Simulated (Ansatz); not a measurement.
Crystal: Cu.

```
CELL_PARAMETERS angstrom
1.21846 -3.97638 0.00000
1.21846 3.97638 0.00000
0.00000 0.00000 2.47550
ATOMIC_POSITIONS crystal
Cu 0.86613 0.13387 0.75000
Cu 0.13387 0.86613 0.25000
```

This isn't the form of Cu at room conditions, which is fcc.

Base run:

- Program: Ansatz 0.2.0
- Functional: PBEsol
- Potentials or basis: all-electron LAPW, non-relativistic
- Cutoff: 330 eV (chosen from the basis error)
- Basis error allowed: 0.001 eV/atom
- k mesh: 11 × 11 × 11
- Occupations: fermi-dirac, width 0.05 eV
- Spin: no spin polarisation

Its results: pressure 2.6 GPa; largest force 0.027 eV/Å.

Problem. The run is repeated on the same cell with these changes: potentials or basis from all-electron LAPW, non-relativistic to all-electron LAPW, inner shells corrected to Dirac's equation. What comes out?

Solution. Pressure -1.5 GPa; largest force 0.005 eV/Å.
